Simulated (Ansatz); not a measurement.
Write the native input for Ansatz 0.2.0 that does the following.

| Item | Value |
| --- | --- |
| Task | relaxation of cell and atoms |
| Functional | RPBE |
| Potentials or basis | Ansatz PAW |
| Cutoff | 420 eV (not typed: the program's choice for these potentials) |
| k mesh | 10 × 10 × 10 |
| Occupations | fermi-dirac, width 0.05 eV |
| Spin | no spin polarisation |

The system is ZrN.

```
Zr N
1.0
     0.00000    2.30000    2.30000
     2.30000    0.00000    2.30000
     2.30000    2.30000    0.00000
Zr N
1 1
Direct
  0.50000 0.50000 0.50000
  0.00000 0.00000 0.00000
```

One way to write it, as run:

input.yaml

```yaml
crystal:
  lattice:
    - [0.0, 2.3, 2.3]
    - [2.3, 0.0, 2.3]
    - [2.3, 2.3, 0.0]
  atoms:
    - { symbol: Zr, position: [0.5, 0.5, 0.5] }
    - { symbol: "N", position: [0.0, 0.0, 0.0] }
hamiltonian:
  xc: rpbe
  pseudopotentials: { kind: paw }
kpoints:
  mp_grid: { grid: [10, 10, 10] }
scf:
  occupations: { method: fermi_dirac, width: 0.05 }
output:
  forces: true
  stress: true
relax:
  f_tol: 0.01
  max_steps: 40
  cell: { stress_tol: 0.05 }
```

Potentials or basis: Ansatz PAW.

Run with:

```sh
$ ansatz run input.yaml --threads 2 --pin off --max-ram 5632MiB --backend cpu --events-out ev --progress --plain --runs-dir out
```

It gave:

The relaxed volume is 12.32 Å³/atom and the relaxed cell is a = 3.266 Å, b = 3.266 Å, c = 3.266 Å, α = 60.00°, β = 60.00°, γ = 60.00°. The space group after relaxing (to 0.05 Å) is Fm-3m (No. 225), the energy gained by relaxing is 1.4 meV/atom and the ionic steps are 4. The pressure after relaxing is 0.0 GPa.

Caveat: the plane-wave basis is chosen anew once the cell has moved, so the energies of steps on either side of that aren't comparable; the pressure holds a Pulay correction of +0.3 GPa for the finite cutoff; the PAW data sets come from PBE, with cores solved anew for the run's functional, which leaves a small shift of forces and pressure.

Run time: 2.4 s on 2 threads of Arm Neoverse V1, with other jobs on the host, peak memory 0.3 GiB.
